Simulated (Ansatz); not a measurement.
**A defect in a wire: Rh wire along [110], 4 atoms a period, Pd in place of one Rh**

Aim: how much does this defect scatter, and at which energies?

Main program and level: Ansatz 0.2.0; DFT PBE, plane waves, PAW; relaxation of a wire's period, in the first sound run; inputs show where later runs differ.

## 1. The starting structure

The cell holds 4 atoms: 4 Rh. Cell: a = 8.715 Å, b = 10.862 Å, c = 2.708 Å, α = 90.0°, β = 90.0°, γ = 90.0°. Vacuum lies along a and b. The structure's axis is c.

Coordinates:

```cif
data_structure
_symmetry_space_group_name_H-M 'P 1'
_symmetry_Int_Tables_number 1
_cell_length_a 8.7150
_cell_length_b 10.8620
_cell_length_c 2.7082
_cell_angle_alpha 90.000
_cell_angle_beta 90.000
_cell_angle_gamma 90.000
_cell_volume 256.37
loop_
_atom_site_label
_atom_site_type_symbol
_atom_site_fract_x
_atom_site_fract_y
_atom_site_fract_z
_atom_site_occupancy
Rh1 Rh 0.39013 0.43768 0.00000 1
Rh2 Rh 0.60987 0.31302 0.50000 1
Rh3 Rh 0.60987 0.56235 0.50000 1
Rh4 Rh 0.39013 0.68701 0.00000 1
```

## 2. Relaxation of atoms and period

Band widths follow the bond lengths, so the wire is relaxed first. The atoms and the third cell vector are free; the box across stays fixed as vacuum. Moments are seeded so that a magnetic state can form if it lies lower. A Fermi-Dirac smearing is set since the result may be a metal. The pressure printed is a third of the stress's trace over the whole box, vacuum included; only the stress along the axis is relaxed.

Contents of input.yaml:

```yaml
crystal:
  lattice:
    - [8.715, 0.0, 0.0]
    - [0.0, 10.862, 0.0]
    - [0.0, 0.0, 2.7082189719]
  atoms:
    - { symbol: Rh, position: [0.390131956, 0.4376827, 0.0], spin: 0.8 }
    - { symbol: Rh, position: [0.609868044, 0.31301786, 0.5], spin: 0.8 }
    - { symbol: Rh, position: [0.609868044, 0.562347539, 0.5], spin: 0.8 }
    - { symbol: Rh, position: [0.390131956, 0.687012379, 0.0], spin: 0.8 }
magnetization:
  spin_polarized: true
kpoints:
  mp_grid: { grid: [1, 1, 30] }
scf:
  occupations: { method: fermi_dirac, width: 0.05 }
hamiltonian:
  xc: pbe
relax:
  cell: { fix: [a, b, alpha, beta, gamma] }
  max_steps: 60
```

Launch:

```console
$ ansatz run input.yaml --threads 4 --pin off --max-ram 16384MiB --backend cpu --events-out ev --progress --plain --runs-dir out
```

Numbers of over 12 decimals in the logs are rounded to 6 here.

Output:

```text
Engine: ansatz 0.2.0, aarch64-unknown-linux-gnu
Pseudopotentials: kind: paw
Pseudopotential: Rh, paw, valence charge 17, recommended cutoff 420 eV (normal), Rh.paw.azcp
Functional definition: PBE
  parameter kappa = 0.804
  parameter beta = 0.066725
  exchange = pbe_x(kappa = kappa, mu = beta*pi^2/3)
  correlation = pbe_c(beta = beta)
Crystal: 4 atoms, lattice volume = 256.366 Å³
Basis set: ecut = 420 eV, 5045 PW (Γ), exchange–correlation on 120×150×40 points (8 copies of the dense FFT grid, shifted against one another)
Bands: 43, of which v1, the nominal top of the filled ones, is band 34 counted from 1 (33 counted from 0)
Symmetry: 4 space group operations
Space group: P21/m (ITA 11), of the structure as read, at distance tolerance 6.4e-5 Å
Magnetic group: BNS 11.50 (UNI 57), of the structure as read, at distance tolerance 6.4e-5 Å
k-points: 16 of 30
Non-local potential: Rh, projectors of the file, l = 0: 3, l = 1: 2, l = 2: 2, l = 3: 1
PAW form: soft (Blöchl's): semilocal exchange-correlation on the pseudo side does not see the compensation charge
PAW one-centre angular grid: Rh, 590 points (default); XC on 64 Gauss nodes
Initial density: superposition of atomic densities (neutral atoms: chi_scale 0, normalization atom)
Starting moments: Σ|m| = 3.2 μB on 4 of 4 sites
Initial wavefunctions: pseudopotential atomic-orbital guess
Functional: x = pbe(κ = 0.804, μ = 0.219515), c = pbe(β = 0.066725)
SCF iter   1: F=—  HF=-25605.784823 eV  |F-HF|=—  |Δ(HF+E_count)|=         —  Δρ=1.96e-2 (↑1.78e-2 ↓1.96e-2)  dr2=5.68e0  dr2_m=1.03e-1  M=3.059 μB ∫|m|=3.072 μB  β_m=0.30  ethr=3.10e-3  ⟨swp⟩=6.8  Hψ=5577  notcnv=0  defer=4
Mixer restart at iter 1: flushing history
preconditioner: auto → LDOS  [metal: Δε(μ)=0.000 eV  Ē_g=4.712 eV  σ=0.050 eV  W_gap=0.00  n_scr=32 (ndim 8)  ℏωp=13.9 eV  f_vac=0.596  D(μ)=10.64/eV (n_scr^D=88)]
spin=Collinear: LDOS preconditioning applied to the charge; magnetization (m = ρ↑ − ρ↓) channel mixes plain (no charge-response kernel on spin).
SCF iter   2: F=—  HF=-25604.193197 eV  |F-HF|=—  |Δ(HF+E_count)|=    1.59e0  Δρ=1.06e-2 (↑9.64e-3 ↓1.06e-2)  dr2=9.38e-1  dr2_m=6.37e-2  M=3.107 μB ∫|m|=3.130 μB  β_m=0.39  ethr=3.10e-3  ⟨swp⟩=2.1  Hψ=2454  notcnv=0  defer=37
SCF iter   3: F=—  HF=-25604.003907 eV  |F-HF|=—  |Δ(HF+E_count)|=   1.89e-1  Δρ=5.20e-3 (↑5.20e-3 ↓4.91e-3)  dr2=1.10e-1  dr2_m=2.30e-2  M=3.146 μB ∫|m|=3.192 μB  β_m=0.58  ethr=1.38e-3  ⟨swp⟩=2.0  Hψ=2334  notcnv=0  defer=36
SCF iter   4: F=—  HF=-25604.086560 eV  |F-HF|=—  |Δ(HF+E_count)|=         —  Δρ=8.12e-3 (↑8.12e-3 ↓7.76e-3)  dr2=1.63e-2  dr2_m=1.37e-1  M=4.068 μB ∫|m|=4.151 μB  β_m=1.00  ethr=1.61e-4  ⟨swp⟩=2.7  Hψ=2428  notcnv=0  defer=37  κ⁻¹=6.4e-3(r=2)
SCF iter   5: F=—  HF=-25604.053976 eV  |F-HF|=—  |Δ(HF+E_count)|=   3.26e-2  Δρ=1.51e-3 (↑1.04e-3 ↓1.51e-3)  dr2=4.08e-3  dr2_m=3.15e-3  M=4.186 μB ∫|m|=4.309 μB  β_m=0.58  ethr=7.35e-5  ⟨swp⟩=2.0  Hψ=2204  notcnv=0  defer=37
SCF iter   6: F=—  HF=-25604.054369 eV  |F-HF|=—  |Δ(HF+E_count)|=   3.93e-4  Δρ=1.09e-3 (↑1.09e-3 ↓1.03e-3)  dr2=6.33e-4  dr2_m=2.45e-3  M=4.253 μB ∫|m|=4.385 μB  β_m=0.79  ethr=6.00e-6  ⟨swp⟩=2.0  Hψ=2140  notcnv=0  defer=37
SCF iter   7: F=—  HF=-25604.054801 eV  |F-HF|=—  |Δ(HF+E_count)|=   4.32e-4  Δρ=7.26e-4 (↑7.26e-4 ↓7.09e-4)  dr2=2.36e-4  dr2_m=1.12e-3  M=4.310 μB ∫|m|=4.448 μB  β_m=0.44  ethr=9.31e-7  ⟨swp⟩=2.2  Hψ=2157  notcnv=0  defer=37
SCF iter   8: F=—  HF=-25604.055004 eV  |F-HF|=—  |Δ(HF+E_count)|=   2.04e-4  Δρ=3.74e-4 (↑3.02e-4 ↓3.74e-4)  dr2=1.03e-4  dr2_m=2.44e-4  M=4.366 μB ∫|m|=4.511 μB  β_m=0.69  ethr=3.47e-7  ⟨swp⟩=2.4  Hψ=2727  notcnv=0  defer=37
SCF iter   9: F=—  HF=-25604.055043 eV  |F-HF|=—  |Δ(HF+E_count)|=   3.88e-5  Δρ=6.90e-5 (↑6.90e-5 ↓6.57e-5)  dr2=6.20e-6  dr2_m=8.57e-6  M=4.419 μB ∫|m|=4.569 μB  β_m=0.84  ethr=1.51e-7  ⟨swp⟩=2.7  Hψ=2976  notcnv=0  defer=37
SCF iter  10: F=—  HF=-25604.055011 eV  |F-HF|=—  |Δ(HF+E_count)|=   3.19e-5  Δρ=2.96e-5 (↑1.71e-5 ↓2.96e-5)  dr2=1.20e-6  dr2_m=1.03e-6  M=4.414 μB ∫|m|=4.563 μB  β_m=0.91  ethr=9.12e-9  ⟨swp⟩=2.3  Hψ=2530  notcnv=0  defer=37
SCF iter  11: F=—  HF=-25604.055012 eV  |F-HF|=—  |Δ(HF+E_count)|=   8.79e-7  Δρ=1.23e-5 (↑1.23e-5 ↓1.15e-5)  dr2=9.98e-8  dr2_m=2.72e-7  M=4.416 μB ∫|m|=4.565 μB  β_m=0.88  ethr=1.76e-9  ⟨swp⟩=2.1  Hψ=2222  notcnv=0  defer=37
SCF iter  12: F=—  HF=-25604.055012 eV  |F-HF|=—  |Δ(HF+E_count)|=   4.53e-8  Δρ=3.19e-6 (↑2.26e-6 ↓3.19e-6)  dr2=1.69e-8  dr2_m=1.20e-8  M=4.417 μB ∫|m|=4.567 μB  β_m=0.94  ethr=1.47e-10  ⟨swp⟩=2.0  Hψ=2481  notcnv=0  defer=37
SCF iter  13: F=-25604.055012 eV  HF=-25604.055012 eV  |F-HF|=1.40e-8  |Δ(HF+E_count)|=   8.10e-9  Δρ=1.50e-6 (↑1.16e-6 ↓1.50e-6)  dr2=1.82e-8  dr2_m=8.80e-10  M=4.417 μB ∫|m|=4.567 μB  ethr=2.48e-11  ⟨swp⟩=1.6  Hψ=4891  notcnv=0
SCF 1 converged in 13 iterations: F = -25604.055012 eV  dr2 = 1.82e-8
  greatest PAW one-centre occupation: 1.000 electrons in one spin orbital (limit 2), on the Rh atom at site 2 (counted from 0), in its partial waves of l = 0
relax step   1: F+E_penalty+E_count = -25604.05501211 eV  Δ(F+E_penalty+E_count) = +0.000e0 eV  max|allowed force component| = 1.433e0 eV/Å  Δτ_max = 0.0000 Å  P = -3.893 GPa  Ω = 256.366 Å³  fix = [a, b, alpha, beta, gamma]  reactions: a -2.372, b -4.047 GPa; gamma -1.048 GPa/rad  (13 SCF iters, dr2 threshold 1.00e-7 eV, accepted)
Crystal: 4 atoms, lattice volume = 248.145 Å³
Basis set: ecut = 420 eV, 4865 PW (Γ), exchange–correlation on 120×150×40 points (8 copies of the dense FFT grid, shifted against one another)
Initial density: handed on by an earlier stage of this run
Starting moments: Σ|m| = 3.2 μB on 4 of 4 sites; this step starts from the density that it was given
Initial wavefunctions: those handed on with the density
iter 1 solved again at ethr=4.65e-4 eV; its pass at ethr=3.10e-3 eV (dr2=3.16e-1 eV) is discarded
SCF iter   1: F=—  HF=-25604.607429 eV  |F-HF|=—  |Δ(HF+E_count)|=         —  Δρ=1.77e-2 (↑1.77e-2 ↓1.49e-2)  dr2=3.20e-1  dr2_m=4.16e-1  M=2.905 μB ∫|m|=3.035 μB  β_m=0.30  ethr=4.65e-4  ⟨swp⟩=1.5  Hψ=6956  notcnv=0
preconditioner: auto → LDOS  [metal: Δε(μ)=0.005 eV  Ē_g=5.072 eV  σ=0.050 eV  W_gap=0.02  n_scr=32 (ndim 8)  ℏωp=14.1 eV  f_vac=0.634  D(μ)=8.33/eV (n_scr^D=52)]
spin=Collinear: LDOS preconditioning applied to the charge; magnetization (m = ρ↑ − ρ↓) channel mixes plain (no charge-response kernel on spin).
SCF iter   2: F=—  HF=-25604.548230 eV  |F-HF|=—  |Δ(HF+E_count)|=   5.92e-2  Δρ=1.25e-2 (↑1.25e-2 ↓1.11e-2)  dr2=1.27e-1  dr2_m=2.33e-1  M=2.811 μB ∫|m|=2.940 μB  β_m=0.65  ethr=4.65e-4  ⟨swp⟩=2.0  Hψ=1588  notcnv=0
[...]
relax step  15: F+E_penalty+E_count = -25604.70773771 eV  Δ(F+E_penalty+E_count) = -2.986e-4 eV  max|allowed force component| = 3.882e-2 eV/Å  Δτ_max = 0.0280 Å  P = -0.148 GPa  Ω = 238.071 Å³  energy of the carried Pulay correction = +2.267e-3 eV  fix = [a, b, alpha, beta, gamma]  reactions: a -0.280, b -0.085 GPa; gamma -0.041 GPa/rad  (9 SCF iters, dr2 threshold 1.08e-7 eV, accepted)
relax step  16: F+E_penalty+E_count = -25604.70836332 eV  Δ(F+E_penalty+E_count) = -6.256e-4 eV  max|allowed force component| = 9.762e-3 eV/Å  Δτ_max = 0.0572 Å  P = -0.057 GPa  Ω = 238.045 Å³  energy of the carried Pulay correction = +2.270e-3 eV  fix = [a, b, alpha, beta, gamma]  reactions: a -0.204, b +0.024 GPa; gamma -0.022 GPa/rad  (10 SCF iters, dr2 threshold 9.42e-8 eV, accepted)
relax step  17: F+E_penalty+E_count = -25604.70484283 eV  Δ(F+E_penalty+E_count) = +3.520e-3 eV  max|allowed force component| = 1.760e-1 eV/Å  Δτ_max = 0.1914 Å  P = -0.466 GPa  Ω = 238.014 Å³  energy of the carried Pulay correction = +2.274e-3 eV  fix = [a, b, alpha, beta, gamma]  (14 SCF iters, rejected (line search))
relax step  18: F+E_penalty+E_count = -25604.70856262 eV  Δ(F+E_penalty+E_count) = -1.993e-4 eV  max|allowed force component| = 6.778e-3 eV/Å  Δτ_max = 0.0285 Å  P = -0.044 GPa  Ω = 238.056 Å³  energy of the carried Pulay correction = +2.269e-3 eV  fix = [a, b, alpha, beta, gamma]  reactions: a -0.191, b +0.040 GPa; gamma +0.000 GPa/rad  (13 SCF iters, accepted)
Basis set: ecut = 420 eV, 4653 PW (Γ), exchange–correlation on 120×150×36 points (8 copies of the dense FFT grid, shifted against one another)
Initial wavefunctions: pseudopotential atomic-orbital guess (no wavefunctions were taken with the density)
iter 1 solved again at ethr=2.24e-6 eV; its pass at ethr=3.10e-3 eV (dr2=1.53e-3 eV) is discarded
SCF iter   1: F=—  HF=-25604.705104 eV  |F-HF|=—  |Δ(HF+E_count)|=         —  Δρ=9.31e-5 (↑9.31e-5 ↓9.27e-5)  dr2=2.21e-5  dr2_m=1.12e-7  M=1.660 μB ∫|m|=1.716 μB  β_m=0.65  ethr=2.24e-6  ⟨swp⟩=3.0  Hψ=9239  notcnv=0
preconditioner: auto → LDOS  [metal: Δε(μ)=0.003 eV  Ē_g=5.084 eV  σ=0.050 eV  W_gap=0.02  n_scr=16 (ndim 8)  ℏωp=14.4 eV  f_vac=0.622  D(μ)=8.76/eV (n_scr^D=56)]
spin=Collinear: LDOS preconditioning applied to the charge; magnetization (m = ρ↑ − ρ↓) channel mixes plain (no charge-response kernel on spin).
SCF iter   2: F=—  HF=-25604.705007 eV  |F-HF|=—  |Δ(HF+E_count)|=   9.67e-5  Δρ=3.04e-5 (↑2.77e-5 ↓3.04e-5)  dr2=1.66e-6  dr2_m=2.74e-7  M=1.661 μB ∫|m|=1.717 μB  β_m=0.51  ethr=3.25e-8  ⟨swp⟩=2.8  Hψ=2730  notcnv=0
SCF iter   3: F=—  HF=-25604.705009 eV  |F-HF|=—  |Δ(HF+E_count)|=   1.68e-6  Δρ=1.58e-5 (↑1.53e-5 ↓1.58e-5)  dr2=3.65e-7  dr2_m=1.54e-7  M=1.662 μB ∫|m|=1.718 μB  β_m=0.67  ethr=2.44e-9  ⟨swp⟩=2.1  Hψ=1971  notcnv=0
SCF iter   4: F=—  HF=-25604.705009 eV  |F-HF|=—  |Δ(HF+E_count)|=   6.65e-7  Δρ=6.23e-6 (↑3.83e-6 ↓6.23e-6)  dr2=1.35e-7  dr2_m=3.53e-8  M=1.662 μB ∫|m|=1.718 μB  β_m=0.67  ethr=5.37e-10  ⟨swp⟩=2.3  Hψ=2347  notcnv=0
SCF iter   5: F=—  HF=-25604.705009 eV  |F-HF|=—  |Δ(HF+E_count)|=   9.95e-9  Δρ=2.72e-6 (↑2.16e-6 ↓2.72e-6)  dr2=2.18e-8  dr2_m=8.11e-9  M=1.662 μB ∫|m|=1.718 μB  β_m=0.69  ethr=1.99e-10  ⟨swp⟩=2.2  Hψ=2152  notcnv=0
SCF iter   6: F=—  HF=-25604.705009 eV  |F-HF|=—  |Δ(HF+E_count)|=   2.11e-9  Δρ=9.79e-7 (↑9.67e-7 ↓9.79e-7)  dr2=6.60e-10  dr2_m=1.59e-9  M=1.662 μB ∫|m|=1.718 μB  β_m=0.78  ethr=3.21e-11  ⟨swp⟩=2.1  Hψ=2031  notcnv=0
SCF iter   7: F=—  HF=-25604.705009 eV  |F-HF|=—  |Δ(HF+E_count)|=   2.06e-8  Δρ=3.16e-7 (↑2.71e-7 ↓3.16e-7)  dr2=3.73e-10  dr2_m=1.28e-10  M=1.662 μB ∫|m|=1.718 μB  β_m=0.84  ethr=1.00e-12  ⟨swp⟩=3.2  Hψ=3081  notcnv=0
SCF iter   8: F=—  HF=-25604.705009 eV  |F-HF|=—  |Δ(HF+E_count)|=  1.35e-10  Δρ=1.35e-7 (↑1.16e-7 ↓1.35e-7)  dr2=1.64e-10  dr2_m=1.44e-11  M=1.662 μB ∫|m|=1.718 μB  β_m=0.75  ethr=1.00e-12  ⟨swp⟩=2.1  Hψ=1989  notcnv=0
SCF iter   9: F=—  HF=-25604.705009 eV  |F-HF|=—  |Δ(HF+E_count)|=  3.64e-11  Δρ=5.09e-8 (↑4.44e-8 ↓5.09e-8)  dr2=6.65e-12  dr2_m=3.49e-12  M=1.662 μB ∫|m|=1.718 μB  β_m=0.82  ethr=1.00e-12  ⟨swp⟩=2.3  Hψ=1909  notcnv=0
SCF iter  10: F=-25604.705009 eV  HF=-25604.705009 eV  |F-HF|=7.28e-12  |Δ(HF+E_count)|=  1.46e-11  Δρ=2.65e-8 (↑1.61e-8 ↓2.65e-8)  dr2=5.23e-12  dr2_m=3.16e-13  M=1.662 μB ∫|m|=1.718 μB  ethr=1.00e-12  ⟨swp⟩=3.0  Hψ=4492  notcnv=0
SCF 19 converged in 10 iterations: F = -25604.705009 eV  dr2 = 5.23e-12
relax step  19: F+E_penalty+E_count = -25604.70500918 eV  Δ(F+E_penalty+E_count) = +3.553e-3 eV  max|allowed force component| = 6.972e-3 eV/Å  Δτ_max = 0.0000 Å  P = -0.034 GPa  Ω = 238.056 Å³  fix = [a, b, alpha, beta, gamma]  reactions: a -0.188, b +0.044 GPa; gamma +0.002 GPa/rad  stress off target by 4.02e-2 GPa on what of the cell is left free  SCF on the basis re-selected at this cell (its energy is not comparable with the rows above)  (10 SCF iters)
basis re-selected at this cell: Δ(F+E_penalty+E_count) = +3.553e-3 eV, ΔP = +0.009 GPa vs the last step (what re-selecting the basis moved, of the pressure what is left beyond the Pulay correction that the steps carried, after the strain that the cell walked since its last selection, with what the two solves' SCF thresholds leave and, on support functions, any second-order correction that the steps lacked; it is no measure of the basis error at this ecutwfc). The dense FFT grid was sized anew with the basis: this SCF ran on 60×75×18 points, the steps before it on 60×75×20, so part of this shift can come from that change (see relax.cell in the input reference). [rest of the remark cut]
SCF converged after 10 iterations
Magnetization: 1.6622 μB (34.8311 up, 33.1689 down)
Absolute magnetization: 1.7172 μB (∫|ρ↑−ρ↓|, with the PAW one-centre terms)
Spin contamination: 0.0223 ħ² per cell (⟨S²⟩ above its minimum at these occupations)
Per-site moments (μB) at R_I (Å): [(0.372092, 1.025473), (0.381281, 1.025473), (0.372092, 1.025473), (0.381281, 1.025473)]
Free energy (F): -25604.705009 eV
Harris-Foulkes:  -25604.705009 eV  (|F-HF|=7.28e-12)
Internal energy: -25604.632859 eV  (E = F + TS)
E sigma→0 (E₀):  -25604.668934 eV
Entropy (-TS):   -0.072150 eV (-18.037 meV/atom)
Fermi energy:    1.617648 eV
--- Per-component energies (eV) ---
  E_band       = -1703.588202
  E_kinetic    = 2290.491786
  E_local      = -29497.349933  (includes V_loc(G=0)·N_el)
  E_nonlocal   = 1432.749541
  E_hartree    = 13133.187847
  E_xc         = -879.268342
  E_vxc        = -1102.461678  (∫ρ·V_xc dr)
  E_paw        = -14353.422318  (= ΣΔE_a)
  E_vpaw       = -1093.397071  (= ΣTr[D̂ρ^β])
  E_aug_tail   = 0.003529  (compensation charges beyond the density's cutoff)
  E_ewald      = 2268.975031
  E_smearing   = -0.072150  (= −TS)
  E_closure    = 0.000000  (closes the sum)
  Σ components = -25604.705009   (vs F -25604.705009, Δ=0.00e0)
--- Forces (eV/Å), atoms counted from 1 ---
  atom   1  Rh    -0.00366670    -0.00579840     0.00000000
  atom   2  Rh     0.00697161    -0.00426721    -0.00000000
  atom   3  Rh     0.00366670     0.00579840    -0.00000000
  atom   4  Rh    -0.00697161     0.00426721     0.00000000
  max |Σ_I F_I| component: 1.73e-18 eV/Å
--- Stress (GPa, compression-positive) ---
       -0.187675      -0.002482       0.000000
       -0.002482       0.044106      -0.000000
        0.000000      -0.000000       0.040185
  P = ⅓ Tr σ = -0.0345 GPa (-0.345 kbar)
--- Relaxed structure (18 steps of the walk, 15 accepted, 1 SCFs on fresh bases) ---
  F+E_penalty+E_count = -25604.70500918 eV   max|allowed force component| = 6.972e-3 eV/Å   (the final SCF, on the basis selected at the relaxed cell)
  cell:  # Å, volume = 238.0564 Å³
    - [8.715, 0, 0]
    - [0, 10.862, 0]
    - [0, 0, 2.514795]
  atoms:
    - { symbol: Rh, position: [0.407171, 0.421839, -7.054845553461474e-18] }
    - { symbol: Rh, position: [0.661323, 0.356016, 0.5] }
    - { symbol: Rh, position: [0.592829, 0.578191, 0.5] }
    - { symbol: Rh, position: [0.338677, 0.644014, -1.9146280941286515e-17] }
```

Wall time 2.3 min (4 threads of Arm Neoverse V1, shared host); peak memory 0.73 GiB.

Step by step:

```tsv
step	energy less that of the first step (eV)	largest force component (eV/Å)	pressure (GPa)	volume (Å³)
1	0.0000	1.4331	-3.89	256.37
2	-0.4849	0.9890	0.86	248.15
3	-0.6129	0.2017	-0.55	242.94
4	-0.6417	0.1187	0.03	238.70
5	-0.6467	0.0412	0.09	237.79
6	-0.6401	0.2025	-0.61	239.18
7	-0.6476	0.0135	-0.06	238.08
8	-0.6486	0.0051	-0.05	238.10
9	-0.6493	0.0948	-0.28	238.04
10	-0.6502	0.0169	-0.07	238.00
11	-0.6509	0.0096	-0.03	238.02
12	-0.6503	0.1214	-0.39	238.07
13	-0.6517	0.0160	-0.03	238.05
14	-0.6524	0.0416	-0.16	238.07
15	-0.6527	0.0388	-0.15	238.07
16	-0.6534	0.0098	-0.06	238.04
17	-0.6498	0.1760	-0.47	238.01
18	-0.6536	0.0068	-0.04	238.06
19*	-0.6500	0.0070	-0.03	238.06
```

Relaxation steps marked * repeat the geometry before them on a plane-wave basis chosen anew for their cell, so energy and pressure can jump there. Relaxation steps 6, 12, 17 were tried and not accepted.

Forces are held to the 4 operations that the run works with; a distortion that breaks them can't arise in this run.

```tsv
cell as run	before	after	change
c (Å)	2.708	2.515	-7.1 %
```

The atoms that moved most (Å, along periodic axes as changes of fractional coordinates times the final cell, across vacuum about the mean position):

```tsv
atom	dx	dy	dz	length
Rh2	0.448	0.467	0.000	0.647
Rh4	-0.448	-0.467	0.000	0.647
Rh1	0.148	-0.172	0.000	0.227
Rh3	-0.148	0.172	0.000	0.227
```

The relaxed structure:

```cif
data_structure
_symmetry_space_group_name_H-M 'P 1'
_symmetry_Int_Tables_number 1
_cell_length_a 8.7150
_cell_length_b 10.8620
_cell_length_c 2.5148
_cell_angle_alpha 90.000
_cell_angle_beta 90.000
_cell_angle_gamma 90.000
_cell_volume 238.06
loop_
_atom_site_label
_atom_site_type_symbol
_atom_site_fract_x
_atom_site_fract_y
_atom_site_fract_z
_atom_site_occupancy
Rh1 Rh 0.40717 0.42184 0.00000 1
Rh2 Rh 0.66132 0.35602 0.50000 1
Rh3 Rh 0.59283 0.57819 0.50000 1
Rh4 Rh 0.33868 0.64401 0.00000 1
```

This step gave:

```yaml
energy_at_zero_smearing: -25604.6689 eV
total_moment: 1.662 μB
absolute_moment: 1.717 μB
cell_length_along_the_wire: 2.515 Å
```

Site moment by atom:

```tsv
atom	site moment (μB)
Rh1	0.372
Rh2	0.381
Rh3	0.372
Rh4	0.381
```

The cell's length comes to 2.515 Å with an absolute moment of 1.72 μB a cell.

(Continued in part 2 of 4.)

[Logs are printed without paths, hosts, clocks, repeated set-up lines and the standing remarks that a program may print on its own settings, such as how far it seeks lower states.]

[Hosts, paths, dates, database ids (printed as entryN), source tags and the programs' standing remarks are cut or masked in the printed files.]
